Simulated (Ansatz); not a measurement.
## Si2Ni: relaxation of cell and atoms with PBE+U

Crystal: Si2Ni.

```
CELL_PARAMETERS angstrom
0.00000 2.70300 2.70300
2.70300 0.00000 2.70300
2.70300 2.70300 0.00000
ATOMIC_POSITIONS crystal
Ni 0.00000 0.00000 0.00000
Si 0.75000 0.75000 0.75000
Si 0.25000 0.25000 0.25000
```

```json
{
  "Program": "Ansatz 0.2.0",
  "Task": "relaxation of cell and atoms",
  "Functional": "PBE",
  "Potentials or basis": "Ansatz PAW",
  "Cutoff": "420 eV (not typed: the program's choice for these potentials)",
  "k mesh": "9 × 9 × 9",
  "Occupations": "fermi-dirac, width 0.05 eV",
  "Spin": "collinear spin, ferromagnetic start",
  "Starting moments": "[1.0, 0.0, 0.0] μB",
  "Hubbard terms": "Ni d U = 8 eV",
  "Hubbard projectors": "ortho-atomic (the default)",
  "Double counting": "fll (the default)"
}
```

The relaxed volume is 13.47 Å³/atom and the relaxed cell is a = 3.852 Å, b = 3.852 Å, c = 3.852 Å, α = 60.00°, β = 60.00°, γ = 60.00°. The space group after relaxing (to 0.05 Å) is Fm-3m (No. 225). The energy gained by relaxing is 3.3 meV/atom, the ionic steps are 6 and the pressure after relaxing is 0.0 GPa. The band gap on the k mesh is none (metal or under the smearing width), the net moment is 0.00 μB per cell and the absolute moment is 0.00 μB per cell.

Step by step:
```tsv
step	energy change (eV)	largest force (eV/Å)	volume (Å³)
1	0.0000	0.0000	39.50
2	-0.0077	0.0000	39.99
3	-0.0097	0.0000	40.40
4	-0.0096	0.0000	40.42
5	-0.0100	0.0000	40.42
6	-0.0100	0.0000	40.42
```

Final structure:
```
CELL_PARAMETERS angstrom
0.00000 2.72380 2.72380
2.72380 0.00000 2.72380
2.72380 2.72380 0.00000
ATOMIC_POSITIONS crystal
Ni 0.00000 0.00000 0.00000
Si 0.75000 0.75000 0.75000
Si 0.25000 0.25000 0.25000
```

Levels at points of the mesh, in eV from the Fermi level:
Spin up:
| k point | band 11 | band 12 | band 13 | band 14 | band 15 | band 16 |
| --- | --- | --- | --- | --- | --- | --- |
| (0.00, 0.00, 0.00) | -0.35 | 1.73 | 1.73 | 1.73 | 2.75 | 2.75 |
Spin down:
```csv
k point,band 10,band 11,band 12,band 13,band 14,band 15,band 16,band 17
"(0.00, 0.00, 0.00)",-5.02,-0.35,1.73,1.73,1.73,2.75,2.75,2.75
```

Eigenvalues of the final occupation matrices:
| site | spin | trace | eigenvalues |
| --- | --- | --- | --- |
| site 1 | 1 | 4.53 | 0.88 0.88 0.88 0.95 0.95 |
| site 1 | 2 | 4.53 | 0.88 0.88 0.88 0.95 0.95 |

Run time: 37 s on 2 threads of Arm Neoverse V1, with other jobs on the host, peak memory 0.87 GiB.

Caveat: the magnetic or orbital state may not be the lowest; the plane-wave basis is chosen anew once the cell has moved, so the energies of steps on either side of that aren't comparable; the U is typed as a test and isn't derived for this compound; the starting moments weren't kept. The state reached can hang on the start; a lower one may exist.
